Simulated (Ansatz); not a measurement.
Consider BaSnO$_{3}$ in the cubic perovskite structure (space group Pm-3m, No. 221; a = 4.1313 Å).

Method: Ansatz (an electronic-structure program) r2SCAN, scalar-relativistic without spin-orbit coupling.

Before the change:

| Quantity | Value |
|---|---|
| Gap between the host's bands | 1.56 eV |
| Gap character | indirect, R → Γ |

One thing is altered: electron doping at 1.0×10^22 cm⁻³ (0.705 per cell), with a uniform compensating background at fixed cell and a 300 K Fermi–Dirac width.

Predict the new Fermi level from band edge, gap between the host's bands and gap character.

The Fermi level relative to the doped band's edge (positive inside the band; to 0.05 eV) is +3.60 eV; the gap between the host's bands grows by 0.28 eV to 1.84 eV; the gap character is still indirect, R → Γ.

Carriers are added with a uniform compensating background; total energy and stress of such cells depend on the potential's zero and are not compared; many-body gap narrowing is missing at this level. No phonon test of stability was made.
